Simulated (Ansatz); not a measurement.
# ZrN: the cost of one run

Program: Ansatz 0.2.0. Level of theory: DFT PBEsol, scalar-relativistic, plane waves, PAW. These are calculated values, not measurements.

### Step 1. The starting structure

It takes space group Fm-3m (No. 225, cubic). Conventional cell: a = 4.580 Å, b = 4.580 Å, c = 4.580 Å, α = 90.00°, β = 90.00°, γ = 90.00°. Zr (site symmetry m-3m) is surrounded by 6 N at 2.29 Å. N (site symmetry m-3m) has 6 Zr at 2.29 Å as nearest neighbours.

Coordinates:

```cif
data_structure
_symmetry_space_group_name_H-M 'Fm-3m'
_symmetry_Int_Tables_number 225
_cell_length_a 4.5800
_cell_length_b 4.5800
_cell_length_c 4.5800
_cell_angle_alpha 90.000
_cell_angle_beta 90.000
_cell_angle_gamma 90.000
_cell_volume 96.07
loop_
_atom_site_label
_atom_site_type_symbol
_atom_site_symmetry_multiplicity
_atom_site_Wyckoff_symbol
_atom_site_fract_x
_atom_site_fract_y
_atom_site_fract_z
_atom_site_occupancy
Zr1 Zr 4 a 0.00000 0.00000 0.00000 1
N1 N 4 b 0.50000 0.00000 0.00000 1
```

### Step 2. Relaxing cell and atoms: ZrN, no spin

Input file input.yaml:

```yaml
crystal:
  lattice:
    - [0.0, 2.29, 2.29]
    - [2.29, 0.0, 2.29]
    - [2.29, 2.29, 0.0]
  atoms:
    - { symbol: Zr, position: [0.0, 0.0, 0.0] }
    - { symbol: "N", position: [0.5, 0.5, 0.5] }
scf:
  occupations: { method: gaussian, width: 0.1 }
output:
  forces: true
  stress: true
  eigenvalues: true
  write_density: true
  write_potential: true
  elf: true
  volumetric_format: npy
hamiltonian:
  xc: pbesol
kpoints:
  mp_grid: { grid: [16, 16, 16] }
relax:
  f_tol: 0.005
  max_steps: 60
  cell: { stress_tol: 0.02 }
```

Started as:

```bash
> ansatz run input.yaml --threads 4 --pin off --max-ram 8192MiB --backend cpu --events-out ev --progress --plain --runs-dir out
```

Q: Estimate wall time and peak memory on 4 threads of Intel Xeon Platinum 8488C (Sapphire Rapids), shared host.

About 5.8 s, with a peak of 0.43 GiB.
